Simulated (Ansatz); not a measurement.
The system is Se.

```
Se
1.0
     2.81056    0.00000    0.00000
     0.00000    2.81056    0.00000
     0.00000    0.00000    2.81056
Se
1
Direct
  0.00000 0.00000 0.00000
```

This isn't the form of Se at room conditions, which is trigonal, of chains.

| Quantity | Value |
| --- | --- |
| Program | Ansatz 0.2.0 |
| Task | relaxation of cell and atoms |
| Functional | LDA |
| Potentials or basis | Ansatz PAW |
| Cutoff | 420 eV (not typed: the program's choice for these potentials) |
| k mesh | 7 × 7 × 7 |
| Occupations | fermi-dirac, width 0.05 eV |
| Spin | spin-orbit coupling, no magnetisation |

At the start: volume 22.20 Å³/atom.

Where does the relaxation end?

It ends after 5 steps and the volume is 21.20 Å³/atom (-4.5 %); space group Pm-3m (No. 221, to 0.05 Å).

The path:
| step | energy change (eV) | largest force (eV/Å) | volume (Å³) |
| --- | --- | --- | --- |
| 1 | 0.0000 | 0.0000 | 22.20 |
| 2 | -0.0038 | 0.0000 | 20.42 |
| 3 | -0.0115 | 0.0000 | 21.27 |
| 4 | -0.0116 | 0.0000 | 21.20 |
| 5 | -0.0114 | 0.0000 | 21.20 |

Final structure:
```
Se
1.0
     2.76779    0.00000    0.00000
     0.00000    2.76779    0.00000
     0.00000    0.00000    2.76779
Se
1
Direct
  0.00000 0.00000 0.00000
```

Caveat: the plane-wave basis is chosen anew once the cell has moved, so the energies of steps on either side of that aren't comparable; the PAW data sets come from PBE, with cores solved anew for the run's functional, which leaves a small shift of forces and pressure.
